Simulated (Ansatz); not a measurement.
# Quasiparticle gap of LiBr (Fm-3m), part 2 of 2

Aim: the quasiparticle gap of LiBr (Fm-3m), starting from HSE06.

Ansatz 0.2.0; HSE06, then G0W0 on it, plane waves, PAW. Known limits of the many-body steps: finite bands, screening cutoff and k mesh; no spin-orbit coupling in G0W0.

So far. Step 2 (The starting point: HSE06): Over mesh and listed points the gap is 6.152 eV, from k = (0.075, 0.075, 0.150) to k = Γ. The least direct gap found is 6.156 eV, at k = Γ. On the 4×4×4 mesh alone the same run gives 6.156 eV, so that mesh misses an edge of HSE06: 6.156 − 6.152 = +0.004 eV.

In doubt: masses and optical values from hybrid runs of this build are listed as unsure (step 3), which bears on the screening that GW takes from such a start.

## (3) One-shot GW

G0W0 replaces the xc potential by a self-energy built once from the orbitals of the start. Levels are corrected in the window of bands that the input names, at points of the mesh.

This step: G0W0 on HSE06, plane waves, PAW; PAW set soft_1.

File input.yaml:

```yaml
crystal:
  lattice:
    - [0.0, 2.75065, 2.75065]
    - [2.75065, 0.0, 2.75065]
    - [2.75065, 2.75065, 0.0]
  atoms:
    - { symbol: Li, position: [0.0, 0.0, 0.0] }
    - { symbol: Br, position: [0.5, 0.5, 0.5] }
kpoints:
  mp_grid: { grid: [6, 6, 6] }
hamiltonian:
  xc: hse06
  pseudopotentials: { kind: paw, azcp: { folder: soft_1 } }
scf:
  occupations: { method: fixed }
gw:
  n_empty_bands: 124
  ecut_chi: 120
  qp_bands: [v2, c2]
  qp_kpoints: band_edges
  screening: { model: contour_deformation }
```

Command:

```bash
> ansatz run input.yaml --threads 24 --pin off --max-ram 82944MiB --backend cuda --events-out ev --progress --plain --runs-dir out --devices 1 --max-vram 78GiB
```

Numbers of over 12 decimals in the logs are rounded to 6 here.

Output:

```text
GPUs: using 1 of 1 available (devices: 1).
[...]
Crystal: 2 atoms, lattice volume = 41.623 Å³
Basis set: ecut = 420 eV, 869 PW (Γ)
Bands: 9, of which v1, the nominal top of the filled ones, is band 5 counted from 1 (4 counted from 0)
Symmetry: 48 space group operations
[...]
k-points: 16 of 216
[...]
SCF iter   1: F=—  HF=-2990.968026 eV  |F-HF|=—  |Δ(HF+E_count)|=         —  Δρ=2.43e-2  dr2=1.87e-1  ethr=1.00e-1  ⟨swp⟩=5.4  Hψ=550  notcnv=0
[...]
SCF iter   2: F=—  HF=-2990.961103 eV  |F-HF|=—  |Δ(HF+E_count)|=   6.92e-3  Δρ=1.15e-2  dr2=3.58e-2  ethr=1.87e-3  ⟨swp⟩=3.7  Hψ=429  notcnv=0
[...]
SCF iter   3: F=-2990.967456 eV  HF=-2990.967225 eV  |F-HF|=2.31e-4  |Δ(HF+E_count)|=   6.12e-3  Δρ=2.05e-3  dr2=1.19e-3  ethr=1.15e-5  ⟨swp⟩=2.2  Hψ=768  notcnv=0
SCF 1 stopped early in 3 iterations: F = -2990.967456 eV  dr2 = 1.19e-3
[...]
Frozen-core exchange: fock
SCF iter   1: F=—  HF=-2993.050470 eV  |F-HF|=—  |Δ(HF+E_count)|=         —  Δρ=4.15e-3  dr2=4.36e-3  ethr=1.19e-4  ⟨swp⟩=4.6  Hψ=563  notcnv=0
[...]
SCF iter   2: F=—  HF=-2993.050639 eV  |F-HF|=—  |Δ(HF+E_count)|=   1.69e-4  Δρ=1.76e-3  dr2=9.75e-4  ethr=3.97e-5  ⟨swp⟩=2.0  Hψ=352  notcnv=0
[...]
SCF iter   5: F=-2993.052308 eV  HF=-2993.052308 eV  |F-HF|=2.29e-7  |Δ(HF+E_count)|=   1.48e-5  Δρ=2.63e-5  dr2=5.80e-7  ethr=2.98e-9  ⟨swp⟩=4.1  Hψ=565  notcnv=0
SCF 2 stopped early in 5 iterations: F = -2993.052308 eV  dr2 = 5.80e-7
hybrid outer 1: dexx = +1.934e-3 eV, tail = 5.18e-6 eV
[...]
SCF 3 converged in 2 iterations: F = -2993.052425 eV  dr2 = 1.07e-8
[...]
gw.qp_kpoints: band_edges: 12 of 16 stored k-points solved, in 1 pass; an edge of the gap read off the rows below is read off those points alone
    valence top: of the k-points left out ik 5 came nearest to being solved in a further pass, in band 4 (counted from 1, as in the quasiparticle table): it holds the edge there only if its correction is more favourable than any solved in that band by at least 0.600 eV; those differ by 0.126 eV
    conduction bottom: of the k-points left out ik 11 came nearest to being solved in a further pass, in band 6 (counted from 1, as in the quasiparticle table): it holds the edge there only if its correction is more favourable than any solved in that band by at least 1.823 eV; those differ by 0.071 eV
    ik  band        ε_KS         Σx   Σc(E_QP)       V_xc       Z   E_QP_lin       E_QP  E_QP is
     0     4      1.2302   -19.8655     1.8186   -17.0820  0.8253     0.2581     0.2652  root
     0     5      1.2302   -19.8655     1.8186   -17.0820  0.8253     0.2581     0.2652  root
     0     6      7.3822    -6.1120    -3.3496    -9.9666  0.8576     7.8888     7.8872  root
     0     7     13.0394    -4.3091    -3.6613    -8.5232  0.8459    13.5946    13.5921  root
     1     4      1.1521   -19.8155     1.8331   -17.0100  0.8249     0.1724     0.1797  root
     1     5      1.1521   -19.8155     1.8331   -17.0100  0.8249     0.1724     0.1797  root
     1     6      8.1803    -6.1556    -3.4095   -10.0979  0.8544     8.7149     8.7131  root
     1     7     12.0934    -4.6014    -3.6823    -8.8073  0.8437    12.6193    12.6170  root
     2     4      1.0077   -19.7441     1.8617   -16.8965  0.8242     0.0142     0.0219  root
     2     5      1.0077   -19.7441     1.8617   -16.8965  0.8242     0.0142     0.0219  root
     2     6      8.3014    -4.7970    -3.3546    -8.6560  0.8578     8.8075     8.8059  root
     2     7     11.1426    -3.7649    -3.6178    -7.9869  0.8495    11.7497    11.7469  root
     3     4      0.9408   -19.7197     1.8753   -16.8528  0.8239    -0.0586    -0.0508  root
     3     5      0.9408   -19.7197     1.8753   -16.8528  0.8239    -0.0586    -0.0508  root
     3     6      8.0366    -4.5184    -3.2959    -8.3067  0.8596     8.5304     8.5289  root
     3     7     10.6286    -3.7676    -3.5436    -7.9187  0.8521    11.2390    11.2363  root
     4     4      0.8851   -19.5120     1.8757   -16.6420  0.8238    -0.1170    -0.1091  root
     4     5      0.8851   -19.5120     1.8757   -16.6420  0.8238    -0.1170    -0.1091  root
     4     6      8.7442    -6.7977    -3.4688   -10.8301  0.8504     9.3101     9.3079  root
     4     7     11.5248    -3.8127    -3.5256    -7.8042  0.8515    11.9923    11.9906  root
     6     4      0.2437   -18.8575     1.9633   -15.8575  0.8210    -0.8022    -0.7930  root
     6     5      0.6742   -19.4078     1.9155   -16.4810  0.8227    -0.3454    -0.3370  root
     6     6      9.0262    -4.8765    -3.3912    -8.7949  0.8551     9.5552     9.5534  root
     6     7     10.4799    -4.5323    -3.5480    -8.6745  0.8494    11.0768    11.0741  root
     7     4      0.0818   -18.7239     1.9994   -15.6758  0.8199    -0.9764    -0.9668  root
     7     5      0.9216   -19.6690     1.8741   -16.8022  0.8239    -0.0788    -0.0710  root
     7     6      9.0709    -4.7682    -3.4256    -8.7255  0.8549     9.6045     9.6026  root
     7     7     10.9874    -4.7729    -3.6007    -8.9610  0.8467    11.5774    11.5747  root
     8     4      0.4592   -19.0435     1.9411   -16.0766  0.8218    -0.5755    -0.5666  root
     8     5      1.1707   -19.9035     1.8334   -17.0983  0.8250     0.1915     0.1988  root
     8     6      9.0462    -5.7299    -3.5021    -9.7872  0.8518     9.6036     9.6015  root
     8     7     11.4692    -4.7009    -3.5891    -8.8125  0.8467    11.9939    11.9917  root
     9     4      0.2774   -19.0216     1.9892   -15.9926  0.8205    -0.7718    -0.7624  root
     9     5      0.2774   -19.0216     1.9892   -15.9926  0.8205    -0.7718    -0.7624  root
     9     6      9.2428    -4.8873    -3.4316    -8.8725  0.8528     9.7986     9.7965  root
     9     7     10.0071    -3.8067    -3.3381    -7.5852  0.8574    10.4489    10.4476  root
    10     4     -0.2666   -18.5347     2.0812   -15.3796  0.8175    -1.3510    -1.3404  root
    10     5      0.2109   -18.9906     2.0010   -15.9457  0.8201    -0.8425    -0.8331  root
    10     6      9.0592    -4.5950    -3.3830    -8.5116  0.8548     9.5946     9.5927  root
    10     7     10.4000    -4.6743    -3.4238    -8.5991  0.8521    10.9028    10.9010  root
    12     4      0.0056   -18.8448     2.0430   -15.7443  0.8189    -1.0619    -1.0519  root
    12     5      0.0056   -18.8448     2.0430   -15.7443  0.8189    -1.0619    -1.0519  root
    12     6      8.6680    -4.8721    -3.3468    -8.7555  0.8549     9.2065     9.2046  root
    12     7      9.4754    -3.8448    -3.2668    -7.5464  0.8592     9.9114     9.9102  root
    14     4     -0.6541   -18.1775     2.1470   -14.9393  0.8152    -1.7569    -1.7453  root
    14     5      0.3375   -19.0605     1.9664   -16.0587  0.8211    -0.7071    -0.6979  root
    14     6     10.1812    -4.5882    -3.5615    -8.7080  0.8504    10.7418    10.7395  root
    14     7     10.3809    -5.1067    -3.5322    -9.2254  0.8478    10.9701    10.9675  root
```

Run time: 9.9 s. Hardware: 1 × NVIDIA GB200 (shared by 2 runs) with 24 threads of Arm Neoverse V2, shared host; peak memory 1.2 GiB.

Numbers from this step:

| Item | Value |
| --- | --- |
| bands summed | 129 |
| RPA ε∞ on this mesh (eigenvalues) | 2.800, 2.800, 2.800 |
| plane waves in the screening matrix | 137 |
| q-points in the mesh | 216 |
| G0W0 gap over the corrected points | 7.622 eV |
| k of the valence top | 0, 0, 0 |
| k of the conduction bottom | 0, 0, 0 |
| starting gap on the mesh | 6.152 eV |
| Z at the valence top | 0.8253 |
| Z at the conduction bottom | 0.8576 |
| least direct G0W0 gap over the corrected points | 7.622 eV |

Over 12 of 16 irreducible mesh points the G0W0 gap is 7.622 eV, direct, at k = Γ. The HSE06 gap of this run on the mesh is 6.152 eV. The two states that bound the G0W0 gap lie that far apart at the start, so the correction of the gap is 7.622 − 6.152 = +1.470 eV. The start of this run differs from the step before in mesh (4×4×4 and 6×6×6).

Labels follow the order of the start: v1 is the top filled band, c1 the lowest empty one; levels that stay degenerate share a row, the window can cut a multiplet, doubted levels are not marked in this list, bands outside the window were not corrected, and the list may be a part of the corrected levels. The levels before and after the correction (eV, zero at the valence-band top of each column):

```csv
,conduction bottom,valence top
HSE06,6.15,0.00
G0W0,7.62,0.00
```

```csv
,level,occupation,energy (eV)
HSE06,Γ v2-v1,2,0.000
HSE06,Γ c1,0,6.152
HSE06,Γ c2,0,11.809
G0W0,Γ v2-v1,2,0.000
G0W0,Γ c1,0,7.622
G0W0,Γ c2,0,13.327
```

The parts of the quasiparticle energy for the two states that bound the G0W0 gap, in eV on the run's own scale (QP = start + Σx + Σc − Vxc, with Σc at the quasiparticle energy):

```csv
edge,k,band,start,Σx,Σc,Vxc,Z,QP
valence top,Γ,4,1.230,−19.866,1.819,−17.082,0.825,0.265
conduction bottom,Γ,6,7.382,−6.112,−3.350,−9.967,0.858,7.887
```

For a hybrid start, Vxc holds its share of exact exchange.

## (4) The runs together

Each gap is the least one over the points named; times are wall times on shared hosts, not benchmarks. A G0W0 time includes the run's own self-consistent start. Runs with listed points see these and the mesh alone, so an edge that moves elsewhere is missed.

```csv
level,mesh,"files, cutoff","bands summed, screening",points,gap (eV),valence top,conduction bottom,least direct gap (eV),time
HSE06,4×4×4,"soft_1 PAW, 420 eV",-,mesh and listed points,6.152,"(0.075, 0.075, 0.150)",Γ,6.156,4.2 s
G0W0@HSE06,6×6×6,"soft_1 PAW, 420 eV","129, 120 eV",12 of 16 irreducible mesh points,7.622,Γ,Γ,7.622,9.9 s
```

## (5) What came out

```json
{
  "HSE06 gap over mesh and listed points": "6.152 eV, from k = (0.075, 0.075, 0.150) to k = Γ",
  "G0W0@HSE06 gap over 12 of 16 irreducible mesh points": "7.622 eV, direct, at k = Γ",
  "GW settings": "6×6×6 mesh, 124 empty bands, screening to 120 eV, PAW set soft_1 files",
  "known limits": "finite bands, screening cutoff and k mesh; no spin-orbit coupling in G0W0"
}
```

**Reading.** Over 12 of 16 irreducible mesh points the G0W0 gap is 7.622 eV, direct, at k = Γ. The HSE06 gap of this run on the mesh is 6.152 eV. The two states that bound the G0W0 gap lie that far apart at the start, so the correction of the gap is 7.622 − 6.152 = +1.470 eV. The valence state moves by 0.265 − 1.230 = −0.965 eV and the conduction state by 7.887 − 7.382 = +0.505 eV, on the run's own scale; how far single levels stand from their limit in bands is not shown. Over mesh and listed points, HSE06 puts the valence top at k = (0.075, 0.075, 0.150), which is no corrected point. The start's gap on the mesh of the G0W0 run, 6.152 eV, is no wider than the 6.152 eV found there (the runs differ in mesh (4×4×4 and 6×6×6)), so it is not shown that this mesh misses an edge. Levels at other points were not corrected, so a lower G0W0 gap elsewhere in the zone is not ruled out. No second run with other bands and screening cutoff is shown, so the distance to the basis limit is not known. On another start, G0W0@PBE runs of this series (6×6×6 mesh, soft_1 PAW; not shown as steps) give 6.814 eV with 48 bands and 60 eV, 7.069 eV with 129 bands and 120 eV and 7.200 eV with 272 bands and 200 eV. G0W0 on other starts in this series, not shown as steps and not all at these settings: 7.069 eV on PBE (6×6×6, soft_1 PAW, 129 bands, 120 eV) and 7.826 eV on PBE0 (6×6×6, soft_1 PAW, 129 bands, 120 eV). Two runs of this series at another level, not shown as steps, test spin-orbit coupling. PBE+SOC against PBE: 4.763 − 4.933 = −0.170 eV. Mesh, set of files and cutoff are the same, but the valence top lies at another k point, so this need not be the shift of one pair of states. The spin-orbit run sees mesh and listed points alone, so its gap is an upper bound: the coupling can move an edge off these points, and the change over the zone, its sign included where it is small, is not known. What spin-orbit coupling does to the G0W0 levels was not computed, so no sum with the G0W0 gap is formed. The G0W0 runs are scalar-relativistic. No pair of G0W0 runs that differ in the mesh alone is shown (6×6×6 is a supercell whose nearest images lie 23 Å apart), so the error from the mesh is not known here. G0W0 is shown with one set of atomic data (soft_1 PAW), so the error from the files is not known here.

[Paths, hosts, dates, memory and timing lines, banners, echoed tables and standing remarks are left out of the program output.]

[Logs are printed without paths, hosts, clocks, repeated set-up lines and the standing remarks that a program may print on its own settings, such as how far it seeks lower states.]

[Runs of the session that timed out or met a known fault of the program may be left out.]

[Cells called generated may have been cut or substituted from an entry of the Crystallography Open Database or the Materials Project.]

[Hosts, paths, dates, database ids (printed as entryN), source tags and the programs' standing remarks are cut or masked in the printed files.]

[Where an RPA ε∞ is given, it is that of the G0W0 mesh and is not shown converged in it. Names of k-points follow the symmetry that the program found, which can be lower than the space group named. Band edges on a path are those of the sampled points; other points can move an edge, and change direct to indirect where valleys lie close.]

[Hybrid gaps are those of their k-mesh and are not shown converged in it.]
